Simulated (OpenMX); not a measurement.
Runs of OpenMX 3.8.5 on PbS (Galena). Symmetry: Fm-3m, No. 225, cubic system. Conventional cell: a = 5.931 Å, b = 5.931 Å, c = 5.931 Å, α = 90.00°, β = 90.00°, γ = 90.00°. Pb (site symmetry m-3m) is surrounded by 6 S at 2.97 Å. S (site symmetry m-3m) has 6 Pb at 2.97 Å as nearest neighbours. 

```csv
task,level,potentials or basis,spin,k mesh,SCF threshold,"grid points, held for all volumes",max SCF cycles,optimiser,time step,mesh quality,pressure (GPa),moment (μB),V0 of scaled cells (Å³/atom),B0 (GPa)
equation of state,PBE,"OpenMX 2013 PBE set, Pb8.0-s3p2d2, S7.0-s2p2d1, fixed grid of 45 × 45 × 45 points",off,9 × 9 × 9,1e-08 Ha,45 × 45 × 45,-,-,-,not flagged,-,-,27.54,53
equation of state,PBE,"OpenMX 2013 PBE set, Pb8.0-s3p2d2f1, S7.0-s2p2d1f1, fixed grid of 45 × 45 × 45 points",off,9 × 9 × 9,1e-08 Ha,45 × 45 × 45,-,-,-,not flagged,-,-,27.38,53
band structure,PBE,"OpenMX 2013 PBE set, Pb8.0-s3p2d2f1, S7.0-s2p2d1f1, grid cutoff 500 Ry","non-collinear, zero start, SOC",7 × 7 × 7,1e-07 Ha,-,100,-,-,not flagged,-,0.00,-,-
band structure,PBE,"OpenMX 2013 PBE set, Pb8.0-s3p2d2f1, S7.0-s2p2d1f1, grid cutoff 500 Ry",off,9 × 9 × 9,1e-08 Ha,-,100,-,-,not flagged,(b),-,-,-
band structure,LDA,"OpenMX 2013 LDA set, Pb8.0-s3p2d2f1, S7.0-s2p2d1f1, grid cutoff 500 Ry",off,9 × 9 × 9,1e-08 Ha,-,100,-,-,not flagged,-2.1,-,-,-
band structure,PBE,"OpenMX 2013 PBE set, Pb8.0-s3p2d2, S7.0-s2p2d1, grid cutoff 500 Ry",off,9 × 9 × 9,1e-08 Ha,-,100,-,-,not flagged,(c),-,-,-
band structure,LDA,"OpenMX 2013 LDA set, Pb8.0-s3p2d2f1, S7.0-s2p2d1f1, grid cutoff 500 Ry","non-collinear, zero start, SOC",7 × 7 × 7,1e-07 Ha,-,100,-,-,not flagged,-,0.00,-,-
equation of state,LDA,"OpenMX 2013 LDA set, Pb8.0-s3p2d2f1, S7.0-s2p2d1f1, fixed grid of 45 × 45 × 45 points",off,9 × 9 × 9,1e-08 Ha,45 × 45 × 45,-,-,-,not flagged,-,-,(a),64
band structure,PBE,"OpenMX 2013 PBE set, Pb8.0-s3p2d2f2, S7.0-s3p2d2f1, grid cutoff 500 Ry",off,9 × 9 × 9,1e-08 Ha,-,100,-,-,not flagged,2.7,-,-,-
```

Alike in all rows: cell as given; smearing fermi-dirac 0.05 eV.

**Question.** Estimate the missing entries.

**Answer.** (a) 25.20; (b) 2.9; (c) 3.2.

Caveats: the basis of atomic orbitals isn't converged, which shifts pressures, moduli and gaps; the basis has few d functions beyond the semicore shells, which can make volumes several per cent too large (some runs); volumes in these bases differ from converged ones by about 1 %, for some elements by several (some runs); total energies with and without spin-orbit coupling shouldn't be compared in this program (some runs).

Not every run made on this cell is shown here.
